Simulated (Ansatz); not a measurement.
**Strain and the gap of MoS2 (R3m)**

A 3-atom cell of MoS2 started from a crystallographic database, relaxed with r2SCAN+rVV10 in Ansatz 0.2.0. The symmetry is R3m (No. 160, trigonal); conventional cell a = 3.175 Å, c = 18.582 Å, 18.03 Å³ an atom. Around Mo lie 6 S at 2.40 Å; around S lie 3 Mo at 2.40 Å.

The axes x, y and z are those of this cell:
```yaml
crystal:
  lattice:
    - [1.58759, 0.91660, 6.19393]
    - [-1.58759, 0.91660, 6.19393]
    - [0.00000, -1.83319, 6.19393]
  atoms:
    - { symbol: Mo, position: [0.00010, 0.00010, 0.00010] }
    - { symbol: S, position: [0.24979, 0.24979, 0.24979] }
    - { symbol: S, position: [0.41711, 0.41711, 0.41711] }
```

Unstrained: With PBE the valence top lies at T and the conduction bottom at Γ–S₀ (0.53 of the way from Γ), 0.936 eV higher; the smallest vertical gap, at k = (-0.163, 0.163, -1/2), is 1.691 eV. A second conduction valley, at k = (-0.163, 0.163, -1/2), lies only 30 meV higher, so their order isn't settled. The r2SCAN gap is indirect, 1.031 eV (T to k = (-0.163, 0.163, -1/2)), below the direct gap of 1.796 eV at k = (-0.163, 0.163, -1/2). A second conduction valley, at Γ–S₀ (0.53 of the way from Γ), lies only 12 meV higher, so their order isn't settled. The HSE06 gap is indirect, 1.427 eV (T to k = (1/6, -1/2, -1/6)), below the direct gap of 2.148 eV at k = (1/6, -1/2, -1/6). Meshes: PBE 10×10×10, r2SCAN 10×10×10, HSE06 6×6×6. Strains are changes of length per length, and xy shears are angles. After each strain the atoms were relaxed again with r2SCAN+rVV10 within the symmetry that the strain leaves, so tilts or polar shifts that break it weren't tested; points keep the names that they have in the unstrained zone. Spin-unpolarised throughout; all numbers are computed.

Changes of the least gap in eV (an overlap counts as a negative gap):
```tsv
strain	volume change (%)	space group	PBE	r2SCAN	HSE06
isotropic +0.46 % on every length	+1.4	R3m	-0.037	-0.070	–
biaxial -1.14 % in x and y, z held	-2.3	R3m	+0.014	+0.030	–
uniaxial +5.12 % along z	+5.1	R3m	+0.231	+0.208	–
xy shear, engineering strain (angle) -4.78 %	-0.1	P1	-0.001	+0.011	–
```

Isotropic +0.46 % on every length. r2SCAN: the gap goes from 1.031 to 0.961 eV (-0.070 eV); the edges go from T → (-0.163, 0.163, -1/2) to T → (1/8, 0.458, -0.206). Stress change with PBE, compression positive: xx -1.33, yy -1.33, zz -0.35 GPa.

Biaxial -1.14 % in x and y, z held. r2SCAN: the gap goes from 1.031 to 1.061 eV (+0.030 eV); the edges go from T → (-0.163, 0.163, -1/2) to T → Γ–S₀ (0.53). Stress change with PBE, compression positive: xx +3.38, yy +3.38, zz +0.49 GPa.

Uniaxial +5.12 % along z, other directions held. r2SCAN: the gap goes from 1.031 to 1.239 eV (+0.208 eV); the edges go from T → (-0.163, 0.163, -1/2) to T → (-0.219, 0.112, 0.445). Stress change with PBE, compression positive: xx -0.50, yy -0.50, zz -1.43 GPa.

Xy shear, engineering strain (angle) -4.78 %. r2SCAN: the gap goes from 1.031 to 1.042 eV (+0.011 eV); the S₀ points, equivalent before, split by 30 meV, and the conduction bottom lies at those like (-0.341, 0, -0.659); the edges go from T → (-0.163, 0.163, -1/2) to T → S₀. Stress change with PBE, compression positive: xx +0.16, yy +0.51, zz -0.03, xy +3.87, xz +0.16 GPa.

Spin-orbit coupling is left out.

Where an edge lies off the special points, it is a point of the mesh or the k point where a search put PBE's edge or least direct gap, reused for the other functionals, whose own edges may lie a little apart.

Coordinates of k points refer to the reciprocal vectors of the primitive cell of the runs.
